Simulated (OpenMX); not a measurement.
The system is HfN.

```
CELL_PARAMETERS angstrom
0.00000 2.25600 2.25600
2.25600 0.00000 2.25600
2.25600 2.25600 0.00000
ATOMIC_POSITIONS crystal
Hf 0.00000 0.00000 0.00000
N 0.50000 0.50000 0.50000
```

Base run:

```yaml
Program: OpenMX 3.8.5
Functional: PBE
Potentials_or_basis: OpenMX 2013 PBE set, Hf7.0-s3p2d2f1, N6.0-s2p2d1, grid cutoff 400 Ry
k_mesh: 11 × 11 × 11
Occupations: fermi-dirac, width 0.05 eV
Spin: no spin polarisation
```

Its results: pressure 5.1 GPa.

Q: After a change of settings the same cell gave: pressure 8.3 GPa. Which change was it?
A. potentials or basis from OpenMX 2013 PBE set, Hf7.0-s3p2d2f1, N6.0-s2p2d1, grid cutoff 400 Ry to OpenMX 2013 PBE set, Hf7.0-s3p2d2f2, N6.0-s3p2d2, grid cutoff 400 Ry
B. functional from PBE to LDA; potentials or basis from OpenMX 2013 PBE set, Hf7.0-s3p2d2f1, N6.0-s2p2d1, grid cutoff 400 Ry to OpenMX 2013 LDA set, Hf7.0-s3p2d2f1, N6.0-s2p2d1, grid cutoff 400 Ry
C. potentials or basis from OpenMX 2013 PBE set, Hf7.0-s3p2d2f1, N6.0-s2p2d1, grid cutoff 400 Ry to OpenMX 2013 PBE set, Hf7.0-s3p2d2, N6.0-s2p2, grid cutoff 400 Ry

A: C.

Caveats: the basis of atomic orbitals isn't converged, which shifts pressures, moduli and gaps.

Not every run made on this cell is shown here.
